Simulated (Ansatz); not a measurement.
# MnS (F-43m) in Ansatz: convergence with smearing width

Aim: find how far smearing width must go before the results for MnS settle, at r2SCAN+U. This setting moves, with any that are tied to it; all else stays.

Everything below comes from runs of Ansatz 0.2.0. Logs are shortened: lines on timing, memory, paths and dates and some standing lists are left out, and cuts for length are marked.

## 1. Starting point

Symmetry: F-43m, No. 216, cubic system. The conventional cell has a = 4.947 Å, b = 4.947 Å, c = 4.947 Å, α = 90.00°, β = 90.00°, γ = 90.00°. Mn (site symmetry -43m) has 4 S at 2.14 Å as nearest neighbours. S (site symmetry -43m) has 4 Mn at 2.14 Å as nearest neighbours.

The cell is a database's computed one.

## 2. With smearing width 0.3 eV

input.yaml

```yaml
crystal:
  lattice:
    - [0.0, 2.4734634191, 2.4734634191]
    - [2.4734634191, 0.0, 2.4734634191]
    - [2.4734634191, 2.4734634191, 0.0]
  atoms:
    - { symbol: Mn, position: [0.0, 0.0, 0.0], spin: 4.0 }
    - { symbol: S, position: [0.75, 0.75, 0.75] }
hamiltonian:
  xc: r2scan
  pseudopotentials: { kind: paw, source: jth }
  hubbard: { sites: [{ species: Mn, l: d, u_eff: 3.0 }] }
magnetization:
  spin_polarized: true
kpoints:
  mp_grid: { grid: [8, 8, 8] }
scf:
  occupations: { method: cold, width: 0.3 }
output:
  forces: true
  stress: true
  eigenvalues: true
```

Potentials or basis: JTH PAW.

Launch:

```
$ ansatz run input.yaml --threads 2 --pin off --max-ram 5632MiB --backend cpu --events-out ev --progress --plain --runs-dir out
```

It took 47 s on 2 threads of Intel Xeon at 2.50GHz (Skylake/Cascade Lake), shared host; peak memory 0.9 GiB.

Results:

```
Free energy            : -4808.5911 eV
Pressure               : 58.8 GPa
Band gap on the k mesh : none (metal or under the smearing width)
Net moment             : 4.67 μB per cell
Absolute moment        : 4.67 μB per cell
Site moments           : Mn +3.83; S +0.09 μB
```

## 3. With smearing width 0.2 eV

Changes to input.yaml since step 2:

```diff
@@ -17,3 +17,3 @@
 scf:
-  occupations: { method: cold, width: 0.3 }
+  occupations: { method: cold, width: 0.2 }
 output:
```

Potentials or basis: JTH PAW.

Launch:

```
$ ansatz run input.yaml --threads 2 --pin off --max-ram 5632MiB --backend cpu --events-out ev --progress --plain --runs-dir out
```

Run time: 46 s. Hardware: 2 threads of Intel Xeon at 2.50GHz (Skylake/Cascade Lake), shared host; peak memory 0.9 GiB.

What came out:

| Item | Value |
| --- | --- |
| Free energy | -4808.5893 eV |
| Pressure | 58.3 GPa |
| Band gap on the k mesh | none (metal or under the smearing width) |
| Net moment | 4.65 μB per cell |
| Absolute moment | 4.65 μB per cell |
| Site moments | Mn +3.82; S +0.09 μB |

## 4. With smearing width 0.15 eV

Changes to input.yaml since step 3:

```diff
@@ -17,3 +17,3 @@
 scf:
-  occupations: { method: cold, width: 0.2 }
+  occupations: { method: cold, width: 0.15 }
 output:
```

Launch:

```
$ ansatz run input.yaml --threads 2 --pin off --max-ram 5632MiB --backend cpu --events-out ev --progress --plain --runs-dir out
```

Wall time 46 s (2 threads of Intel Xeon at 2.50GHz (Skylake/Cascade Lake), shared host); peak memory 0.9 GiB.

What came out:

| Item | Value |
| --- | --- |
| Free energy | -4808.5878 eV |
| Pressure | 58.1 GPa |
| Band gap on the k mesh | none (metal or under the smearing width) |
| Net moment | 4.64 μB per cell |
| Absolute moment | 4.64 μB per cell |
| Site moments | Mn +3.82; S +0.08 μB |

## 5. With smearing width 0.1 eV

Changes to input.yaml since step 4:

```diff
@@ -17,3 +17,3 @@
 scf:
-  occupations: { method: cold, width: 0.15 }
+  occupations: { method: cold, width: 0.1 }
 output:
```

Launch:

```
$ ansatz run input.yaml --threads 2 --pin off --max-ram 5632MiB --backend cpu --events-out ev --progress --plain --runs-dir out
```

Wall time 55 s (2 threads of Intel Xeon at 2.50GHz (Skylake/Cascade Lake), shared host); peak memory 0.9 GiB.

What came out:

| Property | Result |
| --- | --- |
| Free energy | -4808.5865 eV |
| Pressure | 57.8 GPa |
| Band gap on the k mesh | none (metal or under the smearing width) |
| Net moment | 4.62 μB per cell |
| Absolute moment | 4.62 μB per cell |
| Site moments | Mn +3.81; S +0.08 μB |

## 6. With smearing width 0.05 eV

Changes to input.yaml since step 5:

```diff
@@ -17,3 +17,3 @@
 scf:
-  occupations: { method: cold, width: 0.1 }
+  occupations: { method: cold, width: 0.05 }
 output:
```

Potentials or basis: JTH PAW.

Launch:

```
$ ansatz run input.yaml --threads 2 --pin off --max-ram 5632MiB --backend cpu --events-out ev --progress --plain --runs-dir out
```

It took 54 s on 2 threads of Intel Xeon at 2.50GHz (Skylake/Cascade Lake), shared host; peak memory 0.89 GiB.

The run converged. Its results:

```
Free energy            : -4808.5858 eV
Pressure               : 56.4 GPa
Band gap on the k mesh : none (metal or under the smearing width)
Net moment             : 4.57 μB per cell
Absolute moment        : 4.57 μB per cell
Site moments           : Mn +3.78; S +0.07 μB
```

## 7. With smearing width 0.025 eV

Changes to input.yaml since step 6:

```diff
@@ -17,3 +17,3 @@
 scf:
-  occupations: { method: cold, width: 0.05 }
+  occupations: { method: cold, width: 0.025 }
 output:
```

Launch:

```
$ ansatz run input.yaml --threads 2 --pin off --max-ram 5632MiB --backend cpu --events-out ev --progress --plain --runs-dir out
```

Run time: 47 s. Hardware: 2 threads of Intel Xeon at 2.50GHz (Skylake/Cascade Lake), shared host; peak memory 0.89 GiB.

Results (log left out):

```
Free energy            : -4808.5861 eV
Pressure               : 56.3 GPa
Band gap on the k mesh : none (metal or under the smearing width)
Net moment             : 4.56 μB per cell
Absolute moment        : 4.56 μB per cell
Site moments           : Mn +3.78; S +0.07 μB
```

## 8. With smearing width 0.01 eV

Changes to input.yaml since step 7:

```diff
@@ -17,3 +17,3 @@
 scf:
-  occupations: { method: cold, width: 0.025 }
+  occupations: { method: cold, width: 0.01 }
 output:
```

Launch:

```
$ ansatz run input.yaml --threads 2 --pin off --max-ram 5632MiB --backend cpu --events-out ev --progress --plain --runs-dir out
```

It took 46 s on 2 threads of Intel Xeon at 2.50GHz (Skylake/Cascade Lake), shared host; peak memory 0.89 GiB.

The run converged. Its results:

| Property | Result |
| --- | --- |
| Free energy | -4808.5860 eV |
| Pressure | 56.4 GPa |
| Band gap on the k mesh | none (metal or under the smearing width) |
| Net moment | 4.57 μB per cell |
| Absolute moment | 4.57 μB per cell |
| Site moments | Mn +3.78; S +0.07 μB |

## 9. With smearing width 0.005 eV

Changes to input.yaml since step 8:

```diff
@@ -17,3 +17,3 @@
 scf:
-  occupations: { method: cold, width: 0.01 }
+  occupations: { method: cold, width: 0.005 }
 output:
```

Potentials or basis: JTH PAW.

Launch:

```
$ ansatz run input.yaml --threads 2 --pin off --max-ram 5632MiB --backend cpu --events-out ev --progress --plain --runs-dir out
```

The log of the run:

```text
Warning: the checks of this Mn dataset prove no rule for summing its radial tables, as where they were carried onto another mesh than they were made on, and Gregory's rule is taken, under which a leading mesh point left out moves its sums only by what lay on the interval it spanned. That does not make them correct, and they differ from Quantum ESPRESSO's on this file; a re-export a fraction of a mesh step off can move them. hamiltonian.pseudopotentials.radial_quadrature: simpson_from_first_knot sums it by `pw.x`'s rule; on a PAW file no value gives `pw.x`'s numbers. What more to know: hamiltonian.pseudopotentials.radial_quadrature, in the input reference
Warning: the checks of this S dataset prove no rule for summing its radial tables, as where they were carried onto another mesh than they were made on, and Gregory's rule is taken, under which a leading mesh point left out moves its sums only by what lay on the interval it spanned. That does not make them correct, and they differ from Quantum ESPRESSO's on this file; a re-export a fraction of a mesh step off can move them. hamiltonian.pseudopotentials.radial_quadrature: simpson_from_first_knot sums it by `pw.x`'s rule; on a PAW file no value gives `pw.x`'s numbers. What more to know: hamiltonian.pseudopotentials.radial_quadrature, in the input reference
Warning: RAYON_NUM_THREADS=2 ignored (pool sized by the plan → 2); use --threads N
Mn: projections on atomic orbitals take those of the free atom [Ne] 3s2 3p6 3d5 4s2, of charge +0.00 (hamiltonian.pseudopotentials.projection_atoms); the dataset's partial waves leave at most 8.5e-5 of an orbital's norm unspanned inside its sphere
S: projections on atomic orbitals take those of the free atom [Ne] 3s2 3p4, of charge +0.00 (hamiltonian.pseudopotentials.projection_atoms); the dataset's partial waves leave at most 4.1e-9 of an orbital's norm unspanned inside its sphere
Engine: ansatz 0.2.0, x86_64-unknown-linux-gnu
Pseudopotentials: kind: paw
Pseudopotential: Mn, paw, valence charge 15, recommended cutoff 1290 eV (normal), Mn.paw.azcp
Pseudopotential: S, paw, valence charge 6, recommended cutoff 780 eV (normal), S.paw.azcp
Functional definition: r2SCAN
  parameter k0 = 0.174
  parameter k1 = 0.065
  parameter a1 = 4.9479
  exchange = r2scan_x(k0 = k0, k1 = k1, a1 = a1)
  correlation = r2scan_c
Crystal: 2 atoms, lattice volume = 30.265 Å³
Basis set: ecut = 1290 eV, 3143 PW (Γ), exchange–correlation on 180×180×180 points (64 copies of the dense FFT grid, shifted against one another)
Bands: 17, of which v1, the nominal top of the filled ones, is band 11 counted from 1 (10 counted from 0)
Symmetry: 24 space group operations
Space group: F-43m (ITA 216), of the structure as read, at distance tolerance 3.1e-5 Å
Magnetic group: BNS 216.74 (UNI 1576), of the structure as read, at distance tolerance 3.1e-5 Å
k-points: 29 of 512 (time reversal used)
Non-local potential: Mn, projectors of the file, l = 0: 2, l = 1: 2, l = 2: 2
Non-local potential: S, projectors of the file, l = 0: 2, l = 1: 2
PAW form: soft (Blöchl's): semilocal exchange-correlation on the pseudo side does not see the compensation charge
PAW frozen core: Mn, regenerated for the run's functional (the file was generated under x = pbe(κ = 0.804, μ = 0.2195149727645171), c = pbe(β = 0.06672455060314922))
PAW frozen core: S, regenerated for the run's functional (the file was generated under x = pbe(κ = 0.804, μ = 0.2195149727645171), c = pbe(β = 0.06672455060314922))
PAW one-centre angular grid: Mn, 590 points (default); XC on 160 Gauss nodes
PAW one-centre angular grid: S, 302 points (default); XC on 160 Gauss nodes
Initial density: superposition of atomic densities (chi_scale 0.1, normalization cell, long waves kept (reshape's long-wave potential 0.00 eV rms))
Starting moments: Σ|m| = 4 μB on 1 of 2 sites
Initial wavefunctions: pseudopotential atomic-orbital guess
Functional: x = r2scan, c = r2scan; τ floored in thin density (d = 2e-4 eV/Å³)
iter 1 solved again at ethr=2.51e-3 eV; its pass at ethr=3.10e-3 eV (dr2=5.28e-1 eV) is discarded
[... 9 lines left out ...]
SCF iter   9: F=—  HF=-4808.579976 eV  |F-HF|=—  |Δ(HF+E_count)|=   5.07e-3  Δρ=4.22e-4 (↑4.22e-4 ↓2.29e-4)  dr2=2.05e-5  dr2_τ=7.27e-7  dr2_m=2.39e-5  M=4.559 μB ∫|m|=4.559 μB  β_m=1.00  ethr=3.14e-8  ⟨swp⟩=3.6  Hψ=2289  notcnv=0  defer=36
Mixer restart at iter 9: flushing history
spin-set hold released at iteration 9 (site moments contracting): the magnetisation degrees of freedom join the quasi-Newton model from the next iteration; the mixer history was flushed
SCF iter  10: F=—  HF=-4808.582577 eV  |F-HF|=—  |Δ(HF+E_count)|=   2.60e-3  Δρ=2.41e-4 (↑2.41e-4 ↓1.73e-4)  dr2=1.06e-5  dr2_τ=4.80e-7  dr2_m=8.29e-6  M=4.559 μB ∫|m|=4.559 μB  β_m=1.00  ethr=3.14e-8  ⟨swp⟩=2.4  Hψ=1940  notcnv=0  defer=36  κ⁻¹=1.0e0(r=1)
SCF iter  11: F=—  HF=-4808.585866 eV  |F-HF|=—  |Δ(HF+E_count)|=         —  Δρ=3.25e-4 (↑3.25e-4 ↓2.50e-4)  dr2=9.16e-6  dr2_τ=6.88e-7  dr2_m=2.09e-5  M=4.566 μB ∫|m|=4.567 μB  β_m=1.20  ethr=3.14e-8  ⟨swp⟩=4.3  Hψ=2886  notcnv=0  defer=36
Mixer restart at iter 11: flushing history
iteration 11: the input's own smearing fills from here on; a Gaussian of 0.005 eV has filled iterations ahead of it
SCF iter  12: F=—  HF=-4808.585885 eV  |F-HF|=—  |Δ(HF+E_count)|=   1.94e-5  S|Δr|=    0.00e0  Δρ=8.55e-5 (↑6.01e-5 ↓8.55e-5)  dr2=3.35e-6  dr2_τ=1.35e-7  dr2_m=5.93e-7  M=4.566 μB ∫|m|=4.567 μB  β_m=1.20  ethr=3.14e-8  ⟨swp⟩=2.2  Hψ=1612  notcnv=0  defer=36  κ⁻¹=1.0e0(r=1)
SCF iter  13: F=—  HF=-4808.585957 eV  |F-HF|=—  |Δ(HF+E_count)|=   7.20e-5  S|Δr|=    0.00e0  Δρ=6.39e-5 (↑6.39e-5 ↓4.62e-5)  dr2=1.31e-6  dr2_τ=4.68e-8  dr2_m=4.11e-7  M=4.566 μB ∫|m|=4.567 μB  β_m=1.20  ethr=1.59e-8  ⟨swp⟩=2.1  Hψ=1599  notcnv=0  defer=36  κ⁻¹=5.6e-2(r=2)
SCF iter  14: F=—  HF=-4808.586013 eV  |F-HF|=—  |Δ(HF+E_count)|=   5.56e-5  S|Δr|=    0.00e0  Δρ=1.63e-5 (↑1.63e-5 ↓1.59e-5)  dr2=1.14e-7  dr2_τ=4.70e-9  dr2_m=3.18e-8  M=4.566 μB ∫|m|=4.567 μB  β_m=1.20  ethr=6.22e-9  ⟨swp⟩=2.0  Hψ=1785  notcnv=0  defer=36  κ⁻¹=5.9e-3(r=3)
SCF iter  15: F=—  HF=-4808.586018 eV  |F-HF|=—  |Δ(HF+E_count)|=   4.86e-6  S|Δr|=    0.00e0  Δρ=7.00e-6 (↑7.00e-6 ↓6.72e-6)  dr2=3.48e-8  dr2_τ=7.19e-10  dr2_m=3.66e-9  M=4.566 μB ∫|m|=4.567 μB  β_m=1.20  ethr=4.76e-10  ⟨swp⟩=8.6  Hψ=5303  notcnv=0  κ⁻¹=1.9e-3(r=4)
SCF iter  16: F=-4808.586018 eV  HF=-4808.586018 eV  |F-HF|=1.52e-8  |Δ(HF+E_count)|=   6.33e-7  S|Δr|=    0.00e0  Δρ=2.56e-6 (↑2.56e-6 ↓1.93e-6)  dr2=1.68e-9  dr2_τ=7.38e-11  dr2_m=5.49e-10  M=4.566 μB ∫|m|=4.567 μB  ethr=1.66e-10  ⟨swp⟩=6.0  Hψ=4338  notcnv=0
SCF 1 converged in 16 iterations: F = -4808.586018 eV  dr2 = 1.68e-9
this state was not tested for a lower state beside it, because cold or Methfessel-Paxton smearing, or corrected tetrahedra, fill the levels in a way that the test cannot read (fill_not_monotonic; see scf.lower_state_search)
SCF converged after 16 iterations
Magnetization: 4.5664 μB (12.7832 up, 8.2168 down)
Absolute magnetization: 4.5666 μB (∫|ρ↑−ρ↓|, with the PAW one-centre terms)
Spin contamination: 0.0667 ħ² per cell (⟨S²⟩ above its minimum at these occupations)
Per-site moments (μB) at R_I (Å): [(3.782551671008087, 0.8836088894622478), (0.0715212708955191, 0.8836088894622478)]
Free energy (F): -4808.586018 eV
Harris-Foulkes:  -4808.586018 eV  (|F-HF|=1.52e-8)
Internal energy: -4808.585999 eV  (E = F + TS)
E sigma→0 (E₀):  -4808.586012 eV
Entropy (-TS):   -0.000019 eV (-0.009 meV/atom)
Fermi energy:    13.327410 eV
--- Per-component energies (eV) ---
  E_band       = -276.304275
  E_kinetic    = 477.229041
  E_local      = -2132.141287  (includes V_loc(G=0)·N_el)
  E_nonlocal   = -103.317630
  E_hartree    = 847.890674
  E_xc         = -197.301097
  E_vxc        = -262.977137  (∫ρ·V_xc dr)
  E_hubbard    = 0.985879  (on-site DFT+U / exact-exchange correction)
  E_vhub       = -6.230710  (the Hubbard potential's part of the band-sum identity)
  E_paw        = -1749.837777  (= ΣΔE_a)
  E_vpaw       = 38.287164  (= ΣTr[D̂ρ^β])
  E_aug_tail   = -0.000033  (compensation charges beyond the density's cutoff)
  E_vtau       = 17.065166  (kinetic-family band-sum trace: ∫τ·v_τ [+ j·A + Jᵃ·Aᵃ] dr)
  E_ewald      = -1951.705460
  E_core_change = -0.388310  (= ΣΔE_core)
  E_smearing   = -0.000019  (= −TS)
  E_closure    = 0.000000  (closes the sum)
  Σ components = -4808.586018   (vs F -4808.586018, Δ=0.00e0)
--- Forces (eV/Å), atoms counted from 1 ---
  atom   1  Mn    -0.00000000     0.00000000    -0.00000000
  atom   2  S      0.00000000     0.00000000    -0.00000000
  max |Σ_I F_I| component: 6.01e-17 eV/Å
--- Stress (GPa, compression-positive) ---
       56.368182       0.000000      -0.000000
        0.000000      56.368182       0.000000
       -0.000000       0.000000      56.368182
  P = ⅓ Tr σ = 56.3682 GPa (563.682 kbar)
--- Band table (eV; the first three rows and the last of 58) ---
  k-point 0 ↑: bands = ["-72.4183", "-39.9350", "-39.9350", "-39.9350", "-3.5980", "5.4971", "5.4971", "5.4971", "7.6288", "7.6288", "14.3952", "14.3952", "14.3952", "16.3337", "20.0129", "20.0129", "20.0129"]
  k-point 1 ↑: bands = ["-72.4180", "-39.9384", "-39.9355", "-39.9355", "-3.4327", "5.3859", "5.5695", "5.5695", "7.6121", "7.6121", "13.1891", "14.1167", "14.1167", "17.1128", "20.0645", "20.3702", "20.3702"]
  k-point 2 ↑: bands = ["-72.4175", "-39.9465", "-39.9368", "-39.9368", "-3.0069", "5.1847", "5.7192", "5.7192", "7.6374", "7.6374", "11.1643", "13.4771", "13.4771", "17.8223", "20.6598", "20.8105", "20.8105"]
  k-point 28 ↓: bands = ["-66.6258", "-34.2277", "-34.2186", "-34.2123", "-1.2733", "7.0569", "7.4304", "8.4494", "13.0517", "14.6138", "16.1808", "16.2441", "17.4497", "20.9863", "22.9975", "23.1278", "23.5320"]
Occupation matrices written to <dir>
```

Wall time 47 s (2 threads of Intel Xeon at 2.50GHz (Skylake/Cascade Lake), shared host); peak memory 0.89 GiB.

What came out:

- Free energy: -4808.5860 eV
- Pressure: 56.4 GPa
- Band gap on the k mesh: none (metal or under the smearing width)
- Net moment: 4.57 μB per cell
- Absolute moment: 4.57 μB per cell
- Site moments: Mn +3.78; S +0.07 μB

## 10. Summary

| smearing width | energy less the tightest run, at zero smearing (meV/atom) | pressure (GPa) | absolute moment (μB) | SCF cycles | CPU time (s) | peak memory (GiB) |
| --- | --- | --- | --- | --- | --- | --- |
| 0.3 eV | -1.86 | 58.80 | 4.67 | 18 | 87 | 0.9 |
| 0.2 eV | -0.78 | 58.29 | 4.65 | 17 | 85 | 0.9 |
| 0.15 eV | -0.18 | 58.14 | 4.64 | 17 | 84 | 0.9 |
| 0.1 eV | 0.18 | 57.75 | 4.62 | 20 | 100 | 0.9 |
| 0.05 eV | 0.07 | 56.37 | 4.57 | 19 | 100 | 0.89 |
| 0.025 eV | -0.04 | 56.32 | 4.56 | 16 | 86 | 0.89 |
| 0.01 eV | -0.01 | 56.37 | 4.57 | 16 | 85 | 0.89 |
| 0.005 eV | 0.00 | 56.37 | 4.57 | 16 | 89 | 0.89 |

Against the tightest run, the energy stays within 1 meV/atom from 0.2 eV on; the pressure stays within 0.1 GPa from 0.05 eV on; the absolute moment stays within 0.02 μB from 0.05 eV on. Narrower smearing needs a denser k mesh, so at a fixed mesh the narrowest width isn't the most accurate. The tightest run that finished is the yardstick and may itself not be fully converged.

Caveats: the magnetic or orbital state may not be the lowest; a pressure of tens of GPa on the cell as given is suspect, and the run, the potentials or the cell itself is likely at fault; a cell with one magnetic atom can't hold antiferromagnetic order, which such compounds often take.
